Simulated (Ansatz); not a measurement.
# HgTe (Coloradoite) under changes of volume

One of the cells (33.215 Å³/atom); the others are scaled copies at fixed shape and fractional positions:

```xyz
2
Lattice="0.0000 3.2145 3.2145 3.2145 0.0000 3.2145 3.2145 3.2145 0.0000" Properties=species:S:1:pos:R:3 pbc="T T T"
Hg    0.0000    0.0000    0.0000
Te    4.8217    4.8217    4.8217
```

* Program: Ansatz 0.2.0
* Functional: BLYP
* Dispersion: D3(BJ)
* Potentials or basis: Ansatz PAW
* Cutoff: 420 eV (not typed: the program's choice for these potentials)
* k mesh: 7 × 7 × 7
* Occupations: fermi-dirac, width 0.05 eV
* Spin: no spin polarisation

| volume (Å³/atom) | energy over the lowest point (meV/atom) | pressure (GPa) |
| --- | --- | --- |
| 31.223 | 76.76 | 6.7 |
| 31.887 | ? | ? |
| 32.551 | 32.62 | 4.0 |
| 33.215 | 18.33 | 2.9 |
| 33.880 | 8.44 | 1.9 |
| 34.544 | 2.47 | 1.0 |
| 35.208 | 0.00 | 0.2 |

Question: What does the run at 31.887 Å³/atom give?

Answer: Energy over the lowest point 51.90 meV/atom; pressure 5.3 GPa.

Worked out: A Birch-Murnaghan fit of order 3 (a polynomial in V^(-2/3)) to the other rows has its minimum at 35.40 Å³/atom, just outside them, with B0 = V·E''(V) = 38 GPa and B' = 5.3. It gives 51.89 meV/atom at 31.887 Å³/atom, against the run's 51.90, and -dE/dV = 5.3 GPa, against 5.3.

Energies are extrapolated to zero smearing.

Caveats: pairwise dispersion overbinds metals, which lowers pressure and volume; the PAW data sets come from PBE, with cores solved anew for the run's functional, which leaves a small shift of forces and pressure.
